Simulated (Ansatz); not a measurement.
Crystal: CdS.

```xyz
2
Lattice="0.0000 2.7532 2.7532 2.7532 0.0000 2.7532 2.7532 2.7532 0.0000" Properties=species:S:1:pos:R:3 pbc="T T T"
Cd    0.0000    0.0000    0.0000
S     2.7532    2.7532    2.7532
```

Measurements of this composition are mostly on another form, of space group No. 186.

| Quantity | Value |
| --- | --- |
| Program | Ansatz 0.2.0 |
| Task | relaxation of cell and atoms |
| Functional | PBEsol |
| Potentials or basis | Ansatz PAW |
| Cutoff | 420 eV (not typed: the program's choice for these potentials) |
| k mesh | 6 × 6 × 6 |
| Occupations | fermi-dirac, width 0.05 eV |
| Spin | no spin polarisation |

At the start: volume 20.87 Å³/atom.

**Question.** Where does the relaxation end?

**Answer.** It ends after 5 steps and the volume is 19.66 Å³/atom (-5.8 %); space group Fm-3m (No. 225, to 0.05 Å).

Step by step:
```tsv
step	energy change (eV)	largest force (eV/Å)	volume (Å³)
1	0.0000	0.0000	41.74
2	-0.0233	0.0000	38.01
3	-0.0351	0.0000	39.47
4	-0.0353	0.0000	39.33
5	-0.0348	0.0000	39.33
```

Final structure:
```xyz
2
Lattice="0.0000 2.6992 2.6992 2.6992 0.0000 2.6992 2.6992 2.6992 0.0000" Properties=species:S:1:pos:R:3 pbc="T T T"
Cd    0.0000    0.0000    0.0000
S     2.6992    2.6992    2.6992
```

Caveat: the plane-wave basis is chosen anew once the cell has moved, so the energies of steps on either side of that aren't comparable; the PAW data sets come from PBE, with cores solved anew for the run's functional, which leaves a small shift of forces and pressure.
